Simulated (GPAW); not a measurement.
Crystal: SnO2 (Cassiterite).

```xyz
6
Lattice="4.7380 0.0000 0.0000 0.0000 4.7380 0.0000 0.0000 0.0000 3.1865" Properties=species:S:1:pos:R:3 pbc="T T T"
Sn    2.3690    2.3690    1.5933
Sn    0.0000    0.0000    0.0000
O     3.8240    0.9140    1.5933
O     3.2830    3.2830    0.0000
O     0.9140    3.8240    1.5933
O     1.4550    1.4550    0.0000
```

```yaml
Program: GPAW 26.7.0
Task: relaxation of cell and atoms
Functional: PBE
Dispersion: D4
Potentials_or_basis: GPAW PAW data sets (gpaw-data 1.2.1)
Cutoff: 800 eV
Basis: pw
k_mesh: 4 × 4 × 5
Occupations: fermi-dirac, width 0.05 eV
Spin: no spin polarisation
```

At the start: pressure 6.0 GPa; volume 11.92 Å³/atom.

Q: Where does the relaxation end?

A: Over 12 steps the energy falls by 6.9 meV/atom and the volume is 12.24 Å³/atom (+2.7 %); space group P4_2/mnm (No. 136, to 0.05 Å).

Step by step:
| step | energy change (eV) | largest force (eV/Å) | pressure (GPa) | volume (Å³) |
| --- | --- | --- | --- | --- |
| 1 | 0.0000 | 0.2582 | 5.96 | 71.53 |
| 2 | -0.0083 | 0.1859 | 5.36 | 71.69 |
| 3 | -0.0202 | 0.0638 | 4.27 | 72.00 |
| 4 | -0.0302 | 0.0692 | 2.85 | 72.42 |
| 5 | -0.0358 | 0.1644 | 1.30 | 72.93 |
| 6 | -0.0380 | 0.1884 | -0.14 | 73.45 |
| 7 | -0.0384 | 0.1777 | -0.13 | 73.45 |
| 8 | -0.0390 | 0.1575 | -0.10 | 73.45 |
| 9 | -0.0398 | 0.1285 | -0.06 | 73.44 |
| 10 | -0.0405 | 0.0924 | -0.01 | 73.44 |
| 11 | -0.0411 | 0.0510 | 0.05 | 73.44 |
| 12 | -0.0413 | 0.0067 | 0.12 | 73.44 |

Final structure:
```cif
data_structure
_symmetry_space_group_name_H-M 'P 1'
_symmetry_Int_Tables_number 1
_cell_length_a 4.7751
_cell_length_b 4.7751
_cell_length_c 3.2208
_cell_angle_alpha 90.000
_cell_angle_beta 90.000
_cell_angle_gamma 90.000
_cell_volume 73.44
loop_
_atom_site_label
_atom_site_type_symbol
_atom_site_fract_x
_atom_site_fract_y
_atom_site_fract_z
_atom_site_occupancy
Sn1 Sn 0.50000 0.50000 0.50000 1
Sn2 Sn 0.00000 0.00000 0.00000 1
O1 O 0.80607 0.19393 0.50000 1
O2 O 0.69393 0.69393 0.00000 1
O3 O 0.19393 0.80607 0.50000 1
O4 O 0.30607 0.30607 0.00000 1
```

Caveat: the k mesh is coarse; later steps reuse the first step's grids.
